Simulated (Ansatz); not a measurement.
**Squeezing BAs (CsCl type)**

```yaml
crystal:
  lattice:
    - [2.93819, 0.00000, 0.00000]
    - [0.00000, 2.93819, 0.00000]
    - [0.00000, 0.00000, 2.93819]
  atoms:
    - { symbol: B, position: [0.00000, 0.00000, 0.00000] }
    - { symbol: As, position: [0.50000, 0.50000, 0.50000] }
```

The cell comes from a relaxation on PAW files under the same functional, begun from a prototype that needn't be the stable phase.

Its volume is scaled at fixed shape and fractional positions.

Level of theory: DFT with PBE, scalar-relativistic, in Ansatz 0.2.0; a Γ-centred 15×15×15 k mesh, Fermi–Dirac smearing of 0.05 eV, no spin polarisation. LAPW: all electrons, basis error target 1 meV/atom; PAW: frozen-core files, cutoff 420 eV; crystal datasets: all electrons, by PAW datasets that the program makes for each cell; norm-conserving: pseudopotentials, cutoff 1143 eV; PAW (partial waves polarizable): frozen-core files, cutoff 420 eV.

Energies are extrapolated to zero smearing and count from the unscaled cell; pressure is positive in compression; gaps take the mesh and a band path. No temperature or zero-point motion is included.

```csv
V/V0,V (Å³/atom),P LAPW (GPa),ΔE LAPW (eV/atom),P PAW − LAPW (GPa),ΔE PAW − LAPW (meV/atom)
1.00,12.68,0.03,0.000,-0.01,0.0
0.94,11.92,7.37,0.017,-0.02,-0.1
0.88,11.16,17.34,0.075,-0.02,-0.1
0.80,10.15,37.2,0.242,-0.02,-0.3
0.72,9.13,69.5,0.571,-0.03,-0.4
0.64,8.12,?,?,?,?
0.55,6.98,225.5,2.364,0.03,-0.7
```

**Question.** Fit the Vinet equation to the LAPW pressures shown (residuals weighted by 1/(|P| + 0.03·Pmax)), and predict the pressure of the withheld row.

**Answer.** The fit gives V0 = 12.69 Å³/atom, B0 = 99.9 GPa and B0′ = 4.77. At 8.12 Å³/atom, x = (V/V0)^(1/3) = 0.8616, and P = 3·B0·(1 − x)/x²·exp[1.5·(B0′ − 1)·(1 − x)] = 122.2 GPa. The run itself gave 122.0 GPa (+0.2 % off) and ΔE = 1.163 eV/atom.

**Question.** At the smallest volume, how far do crystal datasets and norm-conserving and PAW (partial waves polarizable) lie from LAPW in pressure?

**Answer.** crystal datasets: 0.00 GPa; norm-conserving: -0.02 GPa; PAW (partial waves polarizable): +0.03 GPa, on a LAPW pressure of 225.5 GPa.

**Question.** How do the Löwdin populations by LAPW change from the unscaled cell to the last row?

**Answer.** B 2s 1.40 → 1.12, B 2p 2.06 → 2.65, As 4s 1.72 → 1.37 electrons an atom. These are projections on the shells that the free atoms fill; 0.08 e a cell lies outside them at the start and 0.14 e at the end.
